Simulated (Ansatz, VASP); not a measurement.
SrCl2: VASP beside Ansatz

```
Sr Cl
1.0
     4.40725    0.00000    0.00000
    -2.20362    3.81679    0.00000
     0.00000    0.00000    5.59606
Sr Cl
1 2
Cartesian
  0.0000 0.0000 0.0000
  0.0000 2.5445 1.3917
  2.2036 1.2723 4.2044
```

Alike in both runs: task single point; functional PBE; k mesh 6 × 6 × 6; no spin polarisation.

```csv
,VASP,Ansatz
version,VASP 6.6.1,Ansatz 0.2.0
potentials or method,"VASP PAW PBE potentials, release 64 (Sr_sv, Cl)","plane waves, PAW"
plane-wave cutoff (eV),520,420
occupations,"gaussian, width 0.01 eV",fixed
valence electrons in the cell,24,24
```

VASP gave:

| Quantity | Value |
| --- | --- |
| gap on the k mesh at the Fermi level (eV) | 5.16 |
| pressure (GPa) | 1.3 |
| largest component of the traceless stress (GPa) | 0.02 |
| rms of the force components (eV/Å) | 0.011 |

Q: Estimate Ansatz's values.

A: gap on the k mesh at the Fermi level (eV): 5.16; pressure (GPa): 1.2; largest component of the traceless stress (GPa): 0.05; rms of the force components (eV/Å): 0.001.

Atom by atom the forces differ by 0.011 eV/Å (rms over components).

A k mesh can miss the band edges.
